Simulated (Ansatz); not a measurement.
## HgSe: equation of state with LDA

**Measured values to compare with.**

“The pseudo-binary mercury chalcogenide alloy HgSe0.7S0.3 at high pressure: a mechanism of the zinc blende/cinnabar reconstructive phase transition”, 2002, arxiv:cond-mat/0209548 quotes, for a bulk crystal of HgSe: bulk modulus 51.6 ± 0.2 GPa.

HgSe:

```
Hg Se
1.0
     0.00000    3.03900    3.03900
     3.03900    0.00000    3.03900
     3.03900    3.03900    0.00000
Hg Se
1 1
Direct
  0.00000 0.00000 0.00000
  0.75000 0.75000 0.75000
```

```json
{
 "Program": "Ansatz 0.2.0",
 "Task": "equation of state",
 "Functional": "LDA",
 "Potentials or basis": "all-electron LAPW, relativistic spinors",
 "Basis error allowed": "0.001 eV/atom",
 "k mesh": "6 × 6 × 6",
 "Occupations": "gaussian, width 0.1 eV",
 "Spin": "spin-orbit coupling, no magnetisation"
}
```

```yaml
Equilibrium_volume: 27.60 Å³/atom
Bulk_modulus: 59 GPa
Pressure_derivative_of_the_bulk_modulus: 5.0
```

Energy against volume, from the lowest point:
```tsv
volume (Å³/atom)	energy (meV/atom)
26.383	10.88
26.944	3.00
27.505	0.00
28.067	1.34
28.628	6.52
29.189	15.08
29.751	26.65
```

All runs of the series together: 7.6 min on 1 thread of Arm Neoverse V2, on a shared host.

Against the measured bulk modulus of HgSe, 51.6 GPa (quoted in “The pseudo-binary mercury chalcogenide alloy HgSe0.7S0.3 at high pressure: a mechanism of the zinc blende/cinnabar reconstructive phase transition”, 2002, arxiv:cond-mat/0209548), the calculated 59 GPa is off by +15.2 %. The fit is for a static lattice scaled at fixed shape and fixed fractional positions.

LDA usually gives volumes a few per cent too small.
